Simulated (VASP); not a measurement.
Wanted: the native input for a VASP 6.6.1 run.

* Task: single point
* Functional: PBE
* Potentials or basis: VASP PAW PBE potentials, release 64 (Mn_pv, S)
* Cutoff: 520 eV
* k mesh: 6 × 6 × 6
* Occupations: gaussian, width 0.05 eV
* Spin: collinear spin, typed start
* Starting moments: [5.0, -5.0, 0.0, 0.0] μB
* Hubbard terms: Mn d U = 6.0 eV
* Dipole correction: no
* Further INCAR settings: ALGO = Fast; EDIFF = 1e-06; NBANDS = 31

The structure of MnS lies in POSCAR:

```
MnS
1.0
    0.0000000000      2.8000000000      2.8000000000
    5.6000000000      2.8000000000      2.8000000000
    5.6000000000      5.6000000000      0.0000000000
Mn S
2 2
Direct
    0.0000000000      0.0000000000      0.0000000000
    0.0000000000      0.0000000000      0.5000000000
    0.7500000000      0.7500000000      0.0000000000
    0.7500000000      0.7500000000      0.5000000000
```

One way to write it, as run:

INCAR

```
SYSTEM = MnS
PREC = Accurate
ENCUT = 520
EDIFF = 1E-6
ISMEAR = 0
SIGMA = 0.05
LREAL = .FALSE.
LASPH = .TRUE.
NELM = 150
ALGO = Fast
ISIF = 2
LWAVE = .FALSE.
LCHARG = .FALSE.
ISPIN = 2
MAGMOM = 5 -5 0 0
LORBIT = 11
LMAXMIX = 4
LDAU = .TRUE.
LDAUTYPE = 2
LDAUL = 2 -1
LDAUU = 6 0
LDAUJ = 0 0
LDAUPRINT = 1
GGA = PE
NBANDS = 31
```

KPOINTS

```
regular mesh
0
G
  6 6 6
  0 0 0
```

Potentials or basis: VASP PAW PBE potentials, release 64 (Mn_pv, S).

Run with:

```console
$ cat potpaw_PBE.64/Mn_pv/POTCAR potpaw_PBE.64/S/POTCAR > POTCAR
$ mpirun -np 1 vasp_std > vasp.out
```

It gave:

```json
{"Pressure": "5.3 GPa", "Band gap on the k mesh": "2.90 eV", "Net moment": "0.00 μB per cell", "Site moments": "Mn +4.59, -4.59; S +0.00 μB", "Valence electrons inside the program's atomic spheres": "Mn 11.37; S 3.81"}
```

It took 8.8 min on 1 thread of Intel(R) Xeon(R) Platinum 8375C CPU @ 2.90GHz (Ice Lake) (shared host), peak memory 0.45 GiB.
